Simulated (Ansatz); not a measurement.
MgS (rocksalt) (r2SCAN geometry), in Ansatz:

```cif
data_structure
_symmetry_space_group_name_H-M 'Fm-3m'
_symmetry_Int_Tables_number 225
_cell_length_a 5.2030
_cell_length_b 5.2030
_cell_length_c 5.2030
_cell_angle_alpha 90.000
_cell_angle_beta 90.000
_cell_angle_gamma 90.000
_cell_volume 140.85
loop_
_atom_site_label
_atom_site_type_symbol
_atom_site_symmetry_multiplicity
_atom_site_Wyckoff_symbol
_atom_site_fract_x
_atom_site_fract_y
_atom_site_fract_z
_atom_site_occupancy
Mg1 Mg 4 a 0.00000 0.00000 0.00000 1
S1 S 4 b 0.50000 0.00000 0.00000 1
```

G0W0@PBE with 132 empty bands, a screening cutoff of 140 eV and a 4×4×4 mesh (PAW, contour deformation) gives 4.135 eV over the mesh points, from a PBE gap of 2.766 eV; it sums over 140 bands with 137 plane waves in the screening and a wave cutoff of 420 eV. No extrapolation in bands, cutoff or mesh was made for G0W0. No spin polarisation and no zero-point or thermal motion.

Question: Estimate the gap with empty bands 57, screening cutoff 80 eV.

Answer: 3.992 eV (-0.143 eV), from a Kohn-Sham gap of 2.766 eV.

Question: Estimate the gap with starting point r2SCAN, with them a wave cutoff of 500 eV.

Answer: 4.517 eV (+0.382 eV), from a Kohn-Sham gap of 3.444 eV.

Question: Estimate the gap with frequency model Godby-Needs pole.

Answer: 4.118 eV (-0.017 eV), from a Kohn-Sham gap of 2.766 eV.
